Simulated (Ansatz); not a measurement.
# Zr under changes of volume

One of the cells (23.719 Å³/atom); the others are scaled copies at fixed shape and fractional positions:

```
Zr
1.0
    -1.81000    1.81000    1.81000
     1.81000   -1.81000    1.81000
     1.81000    1.81000   -1.81000
Zr
1
Cartesian
  0.0000 0.0000 0.0000
```

This isn't the form of Zr at room conditions, which is hcp.

* Program: Ansatz 0.2.0
* Functional: PBE
* Potentials or basis: Ansatz PAW
* Cutoff: 420 eV (not typed: the program's choice for these potentials)
* k mesh: 10 × 10 × 10
* Occupations: fermi-dirac, width 0.05 eV
* Spin: no spin polarisation

| volume (Å³/atom) | energy over the lowest point (meV/atom) | pressure (GPa) |
| --- | --- | --- |
| 22.296 | 1.73 | 1.7 |
| 22.770 | 0.00 | -0.2 |
| 23.245 | ? | ? |
| 23.719 | 11.43 | -3.4 |
| 24.193 | 23.63 | -4.8 |
| 24.668 | 39.79 | -6.1 |
| 25.142 | 59.73 | -7.3 |

Question: What does the run at 23.245 Å³/atom give?

Answer: Energy over the lowest point 3.44 meV/atom; pressure -1.8 GPa.

Worked out: A Birch-Murnaghan fit of order 3 (a polynomial in V^(-2/3)) to the other rows has its minimum at 22.68 Å³/atom with B0 = V·E''(V) = 82 GPa (rough, since the energies scatter). It gives 3.40 meV/atom at 23.245 Å³/atom, against the run's 3.44, and -dE/dV = -1.9 GPa, against -1.8.

Energies are extrapolated to zero smearing.
